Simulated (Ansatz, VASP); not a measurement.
## MoS2: VASP beside Ansatz

Wanted: the spread between two codes on one cell, functional and k mesh. The cell is taken from a series of runs on this material, whose earlier steps may have relaxed, scaled, displaced or heated it; both programs get it as it stands.

Calculated with Ansatz 0.2.0; plane waves, with VASP 6.6.1 beside it; single point at PBEsol, spin-orbit coupling.

### Step 1. Set-up

The cell holds 9 atoms: 6 S and 3 Mo. Its edges and angles: a = 3.116 Å, b = 3.116 Å, c = 52.600 Å, α = 90.0°, β = 90.0°, γ = 120.0°. It derives from MoS2. Vacuum lies along c.

### Step 2. Ansatz: single point, PBEsol, spin-orbit coupling

Ansatz runs on its fully relativistic PAW (standard-fr) files.

With cell and atoms fixed, the geometry can't cause a difference; cores, projectors, grids and the points listed under the comparison can.

input.yaml

```yaml
crystal:
  lattice:
    - [3.1158716118, 0.0, 0.0]
    - [-1.5579358059, 2.6984239707, 0.0]
    - [0.0, 0.0, 52.6]
  atoms:
    - { symbol: S, position: [0.75, 0.25, 0.3600360148] }
    - { symbol: Mo, position: [0.0833333333, 0.9166666667, 0.3897436905] }
    - { symbol: S, position: [0.75, 0.25, 0.4194346753] }
    - { symbol: S, position: [0.0833333333, 0.9166666667, 0.4703538471] }
    - { symbol: Mo, position: [0.4166666667, 0.5833333333, 0.4999636025] }
    - { symbol: S, position: [0.0833333333, 0.9166666667, 0.529649471] }
    - { symbol: S, position: [0.4166666667, 0.5833333333, 0.5805773126] }
    - { symbol: Mo, position: [0.75, 0.25, 0.6102250258] }
    - { symbol: S, position: [0.4166666667, 0.5833333333, 0.6399639852] }
  periodic: [true, true, false]
kpoints:
  mp_grid: { grid: [9, 9, 1] }
  band_path:
    path:
      - [0.0, 0.0, 0.0]
      - [0.5, 0.0, 0.0]
      - [0.3333333333, 0.3333333333, 0.0]
      - [0.1666666667, 0.1666666667, 0.0]
    npoints: 1
hamiltonian:
  xc: pbesol
scf:
  occupations: { method: fermi_dirac, width: 0.02 }
  n_extra_bands: 14
magnetization:
  noncollinear: true
  spin_orbit: true
output:
  eigenvalues: true
  forces: true
  stress: true
  write_density: true
  write_potential: true
  elf: true
  volumetric_format: npy
```

Command:

```
$ ansatz run input.yaml --threads 3 --pin off --max-ram 92160MiB --backend cuda --events-out ev --progress --plain --runs-dir out --devices 1 --max-vram 13GiB
```

Numbers of over 12 decimals in the logs are rounded to 6 here.

What it wrote:

```text
scf.n_extra_bands = 14 over 78 filled bands (N_el = 78.0): the run solves 92 bands
GPUs: using 1 of 1 available (devices: 1).
Engine: ansatz 0.2.0, x86_64-unknown-linux-gnu
Pseudopotentials: kind: paw_fr
Pseudopotential: S, paw_fr, valence charge 6, recommended cutoff 420 eV (normal), S.paw.azcp#standard-fr
Pseudopotential: Mo, paw_fr, valence charge 14, recommended cutoff 420 eV (normal), Mo.paw.azcp#standard-fr
Functional definition: PBEsol
  exchange = pbesol_x
  correlation = pbesol_c
non-collinear run that drives no moment, with spin-orbit: no starting moment large enough to seed its density (crystal.atoms[].spin), no starting occupations that ask for one, no magnetisation constraint and no magnetic field, so the semilocal B_xc is pinned to zero
device memory: the entry about to start is reckoned to put 7.8 GiB on a device that reports 42.1 GiB free (of which the cap on the GPU budget leaves the run 13.0 GiB)
GPU FFT provider: cuFFT
GPU libraries: cuBLAS 13.8.2, cuFFT 12.4.0, cuSOLVER 12.3.4
Crystal: 9 atoms, lattice volume = 442.258 Å³
Basis set: ecut = 420 eV, 8587 PW (Γ), exchange–correlation on 48×48×720 points (8 copies of the dense FFT grid, shifted against one another)
Bands: 92, of which v1, the nominal top of the filled ones, is band 78 counted from 1 (77 counted from 0)
Symmetry: 6 space group operations + 6 with time reversal
Magnetic group: BNS 156.50 (UNI 1280), of the structure as read, at distance tolerance 7.6e-5 Å
k-points: 12 of 81 (time reversal used)
Projection manifold: j_resolved (fully-relativistic pseudo-atomic orbitals)
Non-local potential: S, projectors of the file, l = 0: 2, l = 1: 4, l = 2: 4
Non-local potential: Mo, projectors of the file, l = 0: 3, l = 1: 4, l = 2: 4, l = 3: 2
PAW form: soft (Blöchl's): semilocal exchange-correlation on the pseudo side does not see the compensation charge
PAW frozen core: S, regenerated for the run's functional, and the local potential with it (the file was generated under x = pbe(κ = 0.804, μ = 0.219515), c = pbe(β = 0.066725))
PAW frozen core: Mo, regenerated for the run's functional, and the local potential with it (the file was generated under x = pbe(κ = 0.804, μ = 0.219515), c = pbe(β = 0.066725))
PAW one-centre angular grid: S, 110 points (default); XC on 64 Gauss nodes
PAW one-centre angular grid: Mo, 590 points (default); XC on 64 Gauss nodes
Initial density: superposition of atomic densities (neutral atoms: chi_scale 0, normalization atom)
Initial wavefunctions: pseudopotential atomic-orbital guess
GPU buffer pool allocated for 207360 grid points (all kernels)
GPU transforms: local potential and band sums: pruned to the plane-wave sphere, on 24×24×360
Functional: x = pbesol(κ = 0.804, μ = 0.123457), c = pbesol(β = 0.046)
SCF iter   1: F=—  HF=-20017.898260 eV  |F-HF|=—  |Δ(HF+E_count)|=         —  Δρ=5.10e-2  dr2=1.63e1  dr2_m=0.00e0 (ungated)  ethr=3.10e-3  |M|=0.00e0 ∫|m|=0.00e0 μB  |m|>n=0.0e0 m-floor=0.0e0 τ_xc=0.0e0  β_m=0.30  ⟨swp⟩=11.9  Hψ=8335  notcnv=0
preconditioner: auto → Resta (q_TF=auto, 2.043 Å⁻¹)  ε∞=3.3  [insulator: Δε(μ)=0.854 eV  Ē_g=8.619 eV  σ=0.020 eV  W_gap=1.00  n_scr=34 (ndim 8)  ℏωp=13.0 eV  f_vac=0.649  D(μ)=0.00/eV (n_scr^D=0)  ε∞_Penn≈3.3  vacuum switching on, ρ_ref=5.4e-3 e/Å³]
spin=Noncollinear: Resta preconditioning applied to the charge; magnetization (m_x, m_y, m_z) channels mix plain (no charge-response kernel on spin).
SCF iter   2: F=—  HF=-20014.540450 eV  |F-HF|=—  |Δ(HF+E_count)|=    3.36e0  Δρ=2.02e-2  dr2=2.18e0  dr2_m=0.00e0 (ungated)  ethr=3.10e-3  |M|=0.00e0 ∫|m|=0.00e0 μB  |m|>n=0.0e0 m-floor=0.0e0 τ_xc=0.0e0  β_m=0.34  ⟨swp⟩=4.1  Hψ=2550  notcnv=0  defer=82
SCF iter   3: F=—  HF=-20014.030835 eV  |F-HF|=—  |Δ(HF+E_count)|=   5.10e-1  Δρ=1.31e-2  dr2=8.13e-1  dr2_m=0.00e0 (ungated)  ethr=2.79e-3  |M|=0.00e0 ∫|m|=0.00e0 μB  |m|>n=0.0e0 m-floor=0.0e0 τ_xc=0.0e0  β_m=0.62  ⟨swp⟩=2.8  Hψ=1917  notcnv=0  defer=74
SCF iter   4: F=—  HF=-20013.848691 eV  |F-HF|=—  |Δ(HF+E_count)|=   1.82e-1  Δρ=3.07e-3  dr2=6.38e-2  dr2_m=0.00e0 (ungated)  ethr=1.04e-3  |M|=0.00e0 ∫|m|=0.00e0 μB  |m|>n=0.0e0 m-floor=0.0e0 τ_xc=0.0e0  β_m=0.81  ⟨swp⟩=5.3  Hψ=2683  notcnv=0  defer=76
SCF iter   5: F=—  HF=-20013.852779 eV  |F-HF|=—  |Δ(HF+E_count)|=   4.09e-3  Δρ=1.84e-3  dr2=1.73e-1  dr2_m=0.00e0 (ungated)  ethr=8.18e-5  |M|=0.00e0 ∫|m|=0.00e0 μB  |m|>n=0.0e0 m-floor=0.0e0 τ_xc=0.0e0  β_m=0.81  ⟨swp⟩=6.5  Hψ=3039  notcnv=0  defer=80
SCF iter   6: F=—  HF=-20013.845562 eV  |F-HF|=—  |Δ(HF+E_count)|=   7.22e-3  Δρ=1.51e-3  dr2=1.96e-2  dr2_m=0.00e0 (ungated)  ethr=8.18e-5  |M|=0.00e0 ∫|m|=0.00e0 μB  |m|>n=0.0e0 m-floor=0.0e0 τ_xc=0.0e0  β_m=0.69  ⟨swp⟩=6.2  Hψ=3003  notcnv=0  defer=78
SCF iter   7: F=—  HF=-20013.838884 eV  |F-HF|=—  |Δ(HF+E_count)|=   6.68e-3  Δρ=2.55e-4  dr2=1.10e-3  dr2_m=0.00e0 (ungated)  ethr=2.52e-5  |M|=0.00e0 ∫|m|=0.00e0 μB  |m|>n=0.0e0 m-floor=0.0e0 τ_xc=0.0e0  β_m=0.69  ⟨swp⟩=4.0  Hψ=2390  notcnv=0  defer=78
SCF iter   8: F=—  HF=-20013.838804 eV  |F-HF|=—  |Δ(HF+E_count)|=   7.98e-5  Δρ=1.25e-4  dr2=5.08e-4  dr2_m=0.00e0 (ungated)  ethr=1.41e-6  |M|=0.00e0 ∫|m|=0.00e0 μB  |m|>n=0.0e0 m-floor=0.0e0 τ_xc=0.0e0  β_m=0.69  ⟨swp⟩=3.9  Hψ=2467  notcnv=0  defer=78
SCF iter   9: F=—  HF=-20013.838808 eV  |F-HF|=—  |Δ(HF+E_count)|=   4.58e-6  Δρ=7.10e-5  dr2=6.48e-5  dr2_m=0.00e0 (ungated)  ethr=6.52e-7  |M|=0.00e0 ∫|m|=0.00e0 μB  |m|>n=0.0e0 m-floor=0.0e0 τ_xc=0.0e0  β_m=0.58  ⟨swp⟩=3.1  Hψ=1822  notcnv=0  defer=78
SCF iter  10: F=—  HF=-20013.838934 eV  |F-HF|=—  |Δ(HF+E_count)|=   1.25e-4  Δρ=2.80e-5  dr2=1.20e-5  dr2_m=0.00e0 (ungated)  ethr=8.31e-8  |M|=0.00e0 ∫|m|=0.00e0 μB  |m|>n=0.0e0 m-floor=0.0e0 τ_xc=0.0e0  β_m=0.52  ⟨swp⟩=3.2  Hψ=2191  notcnv=0  defer=78
SCF iter  11: F=—  HF=-20013.838933 eV  |F-HF|=—  |Δ(HF+E_count)|=   3.73e-7  Δρ=1.15e-5  dr2=1.52e-6  dr2_m=0.00e0 (ungated)  ethr=1.54e-8  |M|=0.00e0 ∫|m|=0.00e0 μB  |m|>n=0.0e0 m-floor=0.0e0 τ_xc=0.0e0  β_m=0.76  ⟨swp⟩=3.2  Hψ=2037  notcnv=0  defer=78
SCF iter  12: F=—  HF=-20013.838934 eV  |F-HF|=—  |Δ(HF+E_count)|=   3.22e-7  Δρ=6.35e-6  dr2=5.49e-7  dr2_m=0.00e0 (ungated)  ethr=1.94e-9  |M|=0.00e0 ∫|m|=0.00e0 μB  |m|>n=0.0e0 m-floor=0.0e0 τ_xc=0.0e0  β_m=0.64  ⟨swp⟩=3.0  Hψ=2363  notcnv=0  defer=78
SCF iter  13: F=—  HF=-20013.838934 eV  |F-HF|=—  |Δ(HF+E_count)|=   2.62e-8  Δρ=3.45e-6  dr2=1.31e-7  dr2_m=0.00e0 (ungated)  ethr=7.03e-10  |M|=0.00e0 ∫|m|=0.00e0 μB  |m|>n=0.0e0 m-floor=0.0e0 τ_xc=0.0e0  β_m=0.58  ⟨swp⟩=3.0  Hψ=2035  notcnv=0  defer=78
SCF iter  14: F=-20013.838934 eV  HF=-20013.838934 eV  |F-HF|=3.94e-9  |Δ(HF+E_count)|=   1.79e-9  Δρ=1.08e-6  dr2=1.38e-8  dr2_m=0.00e0 (ungated)  ethr=1.28e-10  |M|=0.00e0 ∫|m|=0.00e0 μB  |m|>n=0.0e0 m-floor=0.0e0 τ_xc=0.0e0  ⟨swp⟩=27.7  Hψ=13419  notcnv=0
SCF 1 converged in 14 iterations: F = -20013.838934 eV  dr2 = 1.38e-8
  greatest PAW one-centre occupation: 0.999 electrons in one spin orbital (limit 2), on the Mo atom at site 4 (counted from 0), in its partial waves of l = 0
concurrent solve slots: 2 of 3 are kept, ahead of what memory takes: no pass of the eigensolver takes more rounds on 2
device memory: the entry about to start is reckoned to put 3.3 GiB on a device that reports 38.1 GiB free (of which the cap on the GPU budget leaves the run 13.0 GiB)
NSCF: frozen V_eff on 4 k-points
SCF converged after 14 iterations
Magnetization: |M| = 0.0000 μB,  M = (+0.0000, +0.0000, +0.0000) μB
Absolute magnetization: 0.0000 μB (∫|m|)
  site 0: m = (+0.0000, +0.0000, +0.0000) μB, |m| = 0.0000 μB  (R = 0.98 Å)
  site 1: m = (+0.0000, +0.0000, +0.0000) μB, |m| = 0.0000 μB  (R = 0.98 Å)
  site 2: m = (+0.0000, +0.0000, +0.0000) μB, |m| = 0.0000 μB  (R = 0.98 Å)
  site 3: m = (+0.0000, +0.0000, +0.0000) μB, |m| = 0.0000 μB  (R = 0.98 Å)
  site 4: m = (+0.0000, +0.0000, +0.0000) μB, |m| = 0.0000 μB  (R = 0.98 Å)
  site 5: m = (+0.0000, +0.0000, +0.0000) μB, |m| = 0.0000 μB  (R = 0.98 Å)
  site 6: m = (+0.0000, +0.0000, +0.0000) μB, |m| = 0.0000 μB  (R = 0.98 Å)
  site 7: m = (+0.0000, +0.0000, +0.0000) μB, |m| = 0.0000 μB  (R = 0.98 Å)
  site 8: m = (+0.0000, +0.0000, +0.0000) μB, |m| = 0.0000 μB  (R = 0.98 Å)
Free energy (F): -20013.838934 eV
Harris-Foulkes:  -20013.838934 eV  (|F-HF|=3.94e-9)
Internal energy: -20013.838934 eV  (E = F + TS)
E sigma→0 (E₀):  -20013.838934 eV
Fermi energy:    -4.688096 eV
--- Per-component energies (eV) ---
  E_band       = -1733.535086
  E_kinetic    = 1975.459636
  E_local      = -497652.193037  (includes V_loc(G=0)·N_el)
  E_nonlocal   = 603.698456
  E_hartree    = 247510.642585
  E_xc         = -1129.760229
  E_vxc        = -1217.376904  (∫ρ·V_xc dr)
  E_paw        = -12938.887641  (= ΣΔE_a)
  E_vpaw       = -464.364511  (= ΣTr[D̂ρ^β])
  E_aug_tail   = 0.000100  (compensation charges beyond the density's cutoff)
  E_ewald      = 241616.197845
  E_core_change = 1.003351  (= ΣΔE_core)
  E_smearing   = -0.000000  (= −TS)
  E_closure    = 0.000000  (closes the sum)
  Σ components = -20013.838934   (vs F -20013.838934, Δ=0.00e0)
--- Forces (eV/Å), atoms counted from 1 ---
  atom   1  S      0.00000000     0.00000000    -0.07943318
  atom   2  Mo     0.00000000     0.00000000    -0.10197425
  atom   3  S      0.00000000     0.00000000    -0.03832596
  atom   4  S     -0.00000000     0.00000000     0.01082347
  atom   5  Mo    -0.00000000     0.00000000    -0.00069348
  atom   6  S      0.00000000     0.00000000    -0.01006199
  atom   7  S      0.00000000     0.00000000     0.03933052
  atom   8  Mo     0.00000000     0.00000000     0.10126608
  atom   9  S      0.00000000     0.00000000     0.07907623
  max |Σ_I F_I| component: 7.44e-6 eV/Å
--- 2D stress c σ (N/m, compression-positive) ---
        6.170334       0.000000       0.000000
        0.000000       6.170334       0.000000
        0.000000       0.000000       0.000000
  P = ½ c Tr σ = 6.1703 N/m
--- Band table (eV; the first three rows and the last of 12) ---
  k-point 0: bands = [... 74 lower, -5.4325, -5.4325, -5.0675, -5.0675, -3.2159, -3.2159, -3.1415, -3.1415, ... 10 higher]
  k-point 1: bands = [... 74 lower, -5.6963, -5.6929, -5.4957, -5.4923, -3.3663, -3.3513, -3.3031, -3.2981, ... 10 higher]
  k-point 2: bands = [... 74 lower, -6.5333, -6.5263, -6.3935, -6.3801, -3.9846, -3.9742, -3.6798, -3.6792, ... 10 higher]
  k-point 11: bands = [... 74 lower, -5.9952, -5.8875, -5.8798, -5.7444, -4.1691, -4.1673, -4.0795, -4.0782, ... 10 higher]
```

(Continued in part 2 of 2.)

[Lines on the potential files, build, host, timing and source positions are cut from VASP's logs without a mark.]

[Logs are printed without paths, hosts, clocks, repeated set-up lines and the standing remarks that a program may print on its own settings, such as how far it seeks lower states.]

[Hosts, paths, dates, database ids (printed as entryN), source tags and the programs' standing remarks are cut or masked in the printed files.]
